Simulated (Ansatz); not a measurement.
A generator proposed this cell of Ru.

```xyz
1
Lattice="1.7050 0.0000 0.0000 0.0000 1.7050 0.0000 0.0000 0.0000 2.7356" Properties=species:S:1:pos:R:3 pbc="T T T"
Ru    0.8525    0.8525    0.0000
```

Level of theory: DFT PBE, scalar-relativistic, plane waves, PAW (Ansatz). Settings: cutoff 420 eV, Γ-centred mesh 10×10×6 on the computed 1-atom cell, Gaussian smearing of 0.10 eV; no spin polarisation.

Energies count from the standard state of Ru at the same level.

Question: What does a single point on this coarse mesh give?

Answer: The pressure is 1285.0 GPa (the mean over three directions, positive in compression), the largest force is 0.00 eV/Å (symmetry fixes the atoms), and the energy is +23.96 eV/atom against the standard state. The shortest distance is 1.71 Å.

Question: How much does it gain on relaxing, and where does it end?

Answer: Relaxing gains about 22.8 eV/atom (the start's value is from the coarse mesh, so the gain is rough) in 24 ionic steps and ends at +1.14 eV/atom on the finer mesh. The symmetry goes from P4/mmm (No. 123) to Pm-3m (No. 221). The end has the simple cubic type. The volume per atom grows by 99.1 %, from 8.0 to 15.8 Å³. The shortest distance goes from 1.71 Å (Ru–Ru) to 2.51 Å (Ru–Ru). Conventional cell: a = 2.511 Å. Ru has 6 Ru at 2.51 Å.

The last run used collinear spin, a 22×22×22 mesh for its 1-atom cell and Gaussian smearing of 0.10 eV. The relaxation can't lower the symmetry of the start. A structure relaxed within its symmetry needn't be a true minimum.
